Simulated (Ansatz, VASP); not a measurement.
**InSb: VASP beside Ansatz**

```xyz
2
Lattice="0.0000 3.2391 3.3687 3.2391 0.0000 3.3687 3.2391 3.2391 0.0000" Properties=species:S:1:pos:R:3 pbc="T T T"
In    0.0000    0.0000    0.0000
Sb    4.8586    4.8586    5.0530
```

Change from the starting cell: strain +0.000 along x and y, +0.040 along z, atoms carried along.

Alike in both runs: task single point; functional PBE; k mesh 12 × 12 × 12; occupations gaussian, width 0.15 eV; no spin polarisation.

```csv
,VASP,Ansatz
version,VASP 6.6.1,Ansatz 0.2.0
potentials or method,"VASP PAW PBE potentials, release 64 (In_d, Sb)","scalar-relativistic, plane waves, PAW"
plane-wave cutoff (eV),520,420
valence electrons in the cell,18,28
```

```tsv
	VASP	Ansatz	Ansatz less VASP
gap on the k mesh at the Fermi level (eV)	none	none	-
pressure (GPa)	1.2	1.3	+0.03
largest component of the traceless stress (GPa)	0.74	0.74	-0.001
```

A gap of «none» marks a metal or a gap that the smearing closes. The two sets of potentials don't hold the same shells in valence.

Spin-orbit coupling is left out, which matters for the levels of Sb.
